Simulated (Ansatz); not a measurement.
Na2S in Ansatz: the effect of screening

The system is Na2S.

```xyz
3
Lattice="0.0000 3.2735 3.2735 3.2735 0.0000 3.2735 3.2735 3.2735 0.0000" Properties=species:S:1:pos:R:3 pbc="T T T"
S     0.0000    0.0000    0.0000
Na    4.9102    4.9102    4.9102
Na    1.6367    1.6367    1.6367
```

Alike in all runs:

- Program: Ansatz 0.2.0
- Task: single point
- Functional: HSE06 form with a typed share of exact exchange
- Potentials or basis: Ansatz PAW
- Cutoff: 420 eV (not typed: the program's choice for these potentials)
- k mesh: 4 × 4 × 4
- Occupations: fermi-dirac, width 0.05 eV
- Spin: no spin polarisation
- Screening (1/Å): 0.6
- Share of exact exchange: 0.25

```csv
screening,gap on the mesh (eV),pressure (GPa)
0.1,3.78,-0.4
0.15,3.62,-0.3
0.2,3.49,-0.3
0.3,3.27,-0.3
0.4,3.10,-0.2
0.6,?,?
```

Q: What does the run with screening 0.6 give?

A: gap on the mesh 2.86 eV; pressure -0.1 GPa.

Worked out: A parabola through the other rows of the gap on the mesh, of slope -0.123 eV per unit of screening there, extrapolates to 2.96 eV, against the run's 2.86. The fit is too stiff a form for this range. A straight line through the other rows of the pressure, of slope 0.517 GPa per unit of screening, extrapolates to -0.1 GPa, against the run's -0.1.

Caveats: the PAW data sets come from PBE, with cores solved anew for the run's functional, which leaves a small shift of forces and pressure; the thresholds are loose for stress.

